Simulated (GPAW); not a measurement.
The system is CuO.

```
Cu O
1.0
     3.17953    0.00000    0.00000
    -1.58977    2.75356    0.00000
     0.00000    0.00000    4.43149
Cu O
2 2
Direct
  0.00000 0.00000 0.00000
  0.00000 0.00000 0.50000
  0.33333 0.66667 0.25000
  0.66667 0.33333 0.75000
```

Measurements of this composition are mostly on another form, of space group No. 15.

```yaml
Program: GPAW 26.7.0
Task: relaxation of cell and atoms
Functional: PBE
Dispersion: D3(BJ)
Potentials_or_basis: GPAW PAW data sets (gpaw-data 1.2.1)
Cutoff: 800 eV
Basis: pw
k_mesh: 6 × 6 × 4
Occupations: fermi-dirac, width 0.05 eV
Spin: no spin polarisation
```

At the start: pressure 2.6 GPa; volume 9.70 Å³/atom.

**Question.** How do energy, volume and symmetry change on relaxing?

**Answer.** Over 9 steps the energy falls by 186.4 meV/atom and the volume is 9.48 Å³/atom (-2.3 %); space group P6_3/mmc (No. 194, to 0.05 Å).

Step by step:
| step | energy change (eV) | largest force (eV/Å) | pressure (GPa) | volume (Å³) |
| --- | --- | --- | --- | --- |
| 1 | 0.0000 | 0.0000 | 2.62 | 38.80 |
| 2 | -0.0778 | 0.0000 | 1.80 | 38.86 |
| 3 | -0.4721 | 0.0000 | -2.50 | 39.20 |
| 4 | -0.6742 | 0.0001 | -5.21 | 39.39 |
| 5 | -0.7219 | 0.0001 | -5.99 | 39.33 |
| 6 | -0.7298 | 0.0001 | -5.52 | 39.15 |
| 7 | -0.7390 | 0.0001 | -3.81 | 38.69 |
| 8 | -0.7444 | 0.0000 | -1.41 | 38.16 |
| 9 | -0.7458 | 0.0000 | -0.07 | 37.91 |

Final structure:
```
CELL_PARAMETERS angstrom
2.92828 0.00000 0.00000
-1.46414 2.53597 0.00000
0.00000 0.00000 5.10569
ATOMIC_POSITIONS crystal
Cu 0.00000 0.00000 0.00000
Cu 0.00000 0.00000 0.50000
O 0.33333 0.66667 0.25000
O 0.66667 0.33333 0.75000
```

Caveat: the k mesh is coarse (spacing up to 0.38 Å⁻¹), so the values aren't converged; with this Cu data set, volumes or pressures lay over 1.5 % or 2 GPa off other programs in two to four cells of ten; later steps reuse the first step's grids; the run has no spin polarisation, though such a crystal can be magnetic; pairwise dispersion overbinds metals, which lowers pressure and volume.
